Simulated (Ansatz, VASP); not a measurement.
## Sb: VASP beside Ansatz

```
Sb
1.0
     2.39571    2.39571    0.00000
    -2.39571    2.39571    0.00000
     0.00000    0.00000    4.79143
Sb
2
Direct
  0.00000 0.00000 0.00000
  0.50000 0.50000 0.50000
```

Alike in both runs: task single point; functional PBE; k mesh 10 × 10 × 7; occupations fermi-dirac, width 0.05 eV; no spin polarisation.

|  | VASP | Ansatz |
| --- | --- | --- |
| version | VASP 6.6.1 | Ansatz 0.2.0 |
| potentials or method | VASP PAW PBE potentials, release 64 (Sb), cutoff 520 eV | all-electron LAPW, scalar-relativistic |

VASP gave:

- pressure (GPa): -0.2

**Question.** Estimate Ansatz's values.

**Answer.** Pressure (GPa): 0.0.

Ansatz ran all-electron here, so the differences hold the error of VASP's frozen core and of both bases.

Caveats: the real-space grid breaks the cell's symmetry a little (VASP). Spin-orbit coupling is left out, which matters for the levels of Sb.
